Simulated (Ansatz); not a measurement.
**Ag2O: the band gap up the ladder of functionals**

The task here is to estimate one member of a computed series from the others.

Program: Ansatz 0.2.0. PAW datasets, plane waves. No spin polarisation and no zero-point or thermal motion.

### The structure to begin with

The cell was relaxed beforehand with r2SCAN.

The symmetry is Pn-3m (No. 224, cubic); a = 4.756 Å in the conventional setting, 17.93 Å³ an atom. Around Ag lie 2 O at 2.06 Å; around O lie 4 Ag at 2.06 Å.

The structure in full:

```cif
data_structure
_symmetry_space_group_name_H-M 'Pn-3m:1'
_symmetry_Int_Tables_number 224
_cell_length_a 4.7561
_cell_length_b 4.7561
_cell_length_c 4.7561
_cell_angle_alpha 90.000
_cell_angle_beta 90.000
_cell_angle_gamma 90.000
_cell_volume 107.59
loop_
_atom_site_label
_atom_site_type_symbol
_atom_site_symmetry_multiplicity
_atom_site_Wyckoff_symbol
_atom_site_fract_x
_atom_site_fract_y
_atom_site_fract_z
_atom_site_occupancy
Ag1 Ag 4 b 0.25000 0.25000 0.25000 1
O1 O 2 a 0.00000 0.00000 0.00000 1
```

Set-up of the first run:

Contents of input.yaml:

```yaml
crystal:
  lattice:
    - [4.7561179341, 0.0, 0.0]
    - [0.0, 4.7561179341, 0.0]
    - [0.0, 0.0, 4.7561179341]
  atoms:
    - { symbol: Ag, position: [0.25, 0.25, 0.25] }
    - { symbol: Ag, position: [0.25, 0.75, 0.75] }
    - { symbol: Ag, position: [0.75, 0.75, 0.25] }
    - { symbol: Ag, position: [0.75, 0.25, 0.75] }
    - { symbol: O, position: [0.0, 0.0, 0.0] }
    - { symbol: O, position: [0.5, 0.5, 0.5] }
kpoints:
  mp_grid: { grid: [6, 6, 6] }
  band_path:
    path:
      - [[0.0, 0.0, 0.0], [-1.19104088565e-51, 0.5, -5.124196352562e-69], [0.5, 0.5, -4.724269455816e-35], [0.0, 0.0, 0.0], [0.5, 0.5, 0.5], [-1.19104088565e-51, 0.5, -5.124196352562e-69]]
      - [[0.5, 0.5, 0.5], [0.5, 0.5, -4.724269455816e-35]]
    npoints: 10
hamiltonian:
  xc: pbe
scf:
  occupations: { method: fermi_dirac, width: 0.02 }
  n_extra_bands: 5
output:
  forces: true
  stress: true
  eigenvalues: true
```

Launch:

```sh
$ ansatz run input.yaml --threads 4 --pin off --max-ram 7372MiB --backend cpu --events-out ev --progress --plain --runs-dir out
```

Among the steps run: PBE band path; r2SCAN at the same geometry; HSE06 at the same geometry; PBE+SOC at the same geometry; Single point with PBE0; Single point with LDA.

One of the session's tables, all rows but one given; the rest of the session is left out.

```
  level  gap (eV)
    PBE      0.00
 r2SCAN         ?
  HSE06      1.14
PBE+SOC      0.14
    LDA      0.00
```

Q: Estimate the row for r2SCAN from the others.

**Answer.** gap (eV): 0.24. In the column «gap (eV)» it lies between PBE+SOC (0.14) and HSE06 (1.14).

Meshes: PBE 6×6×6, r2SCAN 6×6×6, HSE06 4×4×4, PBE+SOC 6×6×6, LDA 6×6×6

To keep in mind: Warnings in the runs' records: stress scf threshold loose, stress exchange threshold loose, little group invariance lost.
